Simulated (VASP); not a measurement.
Input of a VASP 6.6.1 run:

File INCAR:

```
ALGO = Normal ; EDIFF = 1E-7
ENCUT = 520 ; GGA = PS
ISIF = 2 ; ISMEAR = 0
LASPH = True ; LCHARG = False
LREAL = False ; LWAVE = False
NBANDS = 17 ; NELM = 100
PREC = Accurate ; SIGMA = 0.01
```

File KPOINTS:

```
k-points
0
Gamma
  6 6 6
```

File POSCAR:

```
TlCl
1.0
    3.7504575566      0.0000000000      0.0000000000
    0.0000000000      3.7504575566      0.0000000000
    0.0000000000      0.0000000000      3.7504575566
Tl Cl
1 1
Direct
    0.0000000000      0.0000000000      0.0000000000
    0.5000000000      0.5000000000      0.5000000000
```

Potentials or basis: VASP PAW PBE potentials, release 64 (Tl_d, Cl).

Command:

```bash
$ cat potpaw_PBE.64/Tl_d/POTCAR potpaw_PBE.64/Cl/POTCAR > POTCAR
$ mpirun -np 1 vasp_std > vasp.out
```

Question: Predict the band gap on the k mesh.

Answer: 1.76 eV, direct.

Question: What does it give for the pressure?

Answer: 0.4 GPa.

Caveat: the PAW data sets were made with another functional, which shifts forces and pressure a little; spin-orbit coupling is left out, which as a rule narrows the gap of such compounds by several tenths of an eV. A k mesh can miss the band edges.
